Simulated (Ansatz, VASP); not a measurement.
## Two plane-wave programs on Fe

```
Fe
1.0
    -1.43318    1.43318    1.43318
     1.43318   -1.43318    1.43318
     1.43318    1.43318   -1.43318
Fe
1
Direct
  0.00000 0.00000 0.00000
```

Alike in both runs: functional r2SCAN; k mesh 20 × 20 × 20; occupations gaussian, width 0.1 eV; collinear spin.

Ansatz relaxed the structure, and its values are those at the end. VASP's run is a single point on that final structure, the one shown.

|  | VASP | Ansatz |
| --- | --- | --- |
| version | VASP 6.6.1 | Ansatz 0.2.0 |
| potentials or method | VASP PAW PBE potentials, release 64 (Fe) | scalar-relativistic, plane waves, PAW |
| plane-wave cutoff (eV) | 520 | 500 |
| valence electrons in the cell | 8 | 16 |

|  | VASP | Ansatz | Ansatz less VASP |
| --- | --- | --- | --- |
| gap on the k mesh at the Fermi level (eV) | none | none | - |
| pressure (GPa) | -0.3 | 0.0 | +0.35 |
| net moment per atom (μB) | 2.65 | 2.65 | +0.002 |
| size of the moment on the site where the two differ most (μB) | 2.72 | 2.81 | +0.088 |

Site moments also hang on the region over which each program counts them. A gap of «none» marks a metal or a gap that the smearing closes. The two sets of potentials don't hold the same shells in valence.

Caveats: the PAW data sets were made with another functional, which shifts forces and pressure a little (VASP).
